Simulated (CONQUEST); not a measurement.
Here is a CONQUEST 1.3 calculation.

Conquest_input

```
IO.Title Si
IO.Coordinates coords.dat
IO.FractionalAtomicCoords T
IO.Iprint 2
IO.Iprint_init 1
General.NumberOfSpecies 1
General.PseudopotentialType hamann
AtomMove.TypeOfRun static
AtomMove.FullStress T
Grid.GridCutoff 100
DM.SolutionMethod diagon
Diag.MPMesh T
Diag.GammaCentred T
Diag.MPMeshX 7
Diag.MPMeshY 7
Diag.MPMeshZ 5
Diag.kT 0.00183747
minE.SCTolerance 1e-6
SC.MaxIters 100
IO.AtomChargeOutput T
%block ChemicalSpeciesLabel
1 28.090 Si
%endblock
```

The input coords.dat:

```
    7.2740828284     0.0000000000     0.0000000000
    0.0000000000     7.2740828284     0.0000000000
    0.0000000000     0.0000000000    10.2871065889
4
  0.0025050000   0.0099740000   0.4993330000 1 T T T
  0.5025050000   0.5099740000   0.9993330000 1 T T T
  0.4917545000   0.9959815000   0.7478915000 1 T T T
  0.9917545000   0.4959815000   0.2478915000 1 T T T
```

Potentials or basis: PseudoDojo NC PBE, DZP, grid cutoff 100 Ha.

Launch:

```console
$ Conquest
```

Question: What does it give for the pressure?

Answer: 2.3 GPa.

Question: Estimate the largest force.

Answer: 0.900 eV/Å.

Forces on the atoms (eV/Å):
```
Si  -0.559 -0.698 -0.083
Si  -0.559 -0.698 -0.083
Si   0.560  0.699  0.082
Si   0.560  0.699  0.082
```

Caveat: the box holds several primitive cells, so bands are folded and the points are those of the box's own zone; the basis of atomic orbitals isn't converged, which shifts pressures, moduli and gaps.
